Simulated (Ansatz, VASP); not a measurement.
## One calculation of HfN, two programs

```
CELL_PARAMETERS angstrom
3.15466 0.00000 0.00000
-1.57733 2.73202 0.00000
0.00000 0.00000 5.45264
ATOMIC_POSITIONS crystal
Hf 0.66667 0.33333 0.75000
Hf 0.33333 0.66667 0.25000
N 0.00000 0.00000 0.00000
N 0.00000 0.00000 0.50000
```

The cell comes from a database or a generator and needn't be the stable form of this composition.

Alike in both runs: task single point; functional PBE; k mesh 8 × 8 × 4; occupations fermi-dirac, width 0.05 eV; no spin polarisation.

```csv
,VASP,Ansatz
version,VASP 6.6.1,Ansatz 0.2.0
potentials or method,"VASP PAW PBE potentials, release 64 (Hf_pv, N)","plane waves, PAW"
plane-wave cutoff (eV),520,558
valence electrons in the cell,30,62
```

|  | VASP | Ansatz | Ansatz less VASP |
| --- | --- | --- | --- |
| pressure (GPa) | -1.3 | 0.9 | +2.18 |
| largest component of the traceless stress (GPa) | 0.12 | 0.10 | -0.021 |

The two sets of potentials don't hold the same shells in valence. Ansatz warned: «stress_scf_threshold_loose».

Spin-orbit coupling is left out, which matters for the levels of Hf.
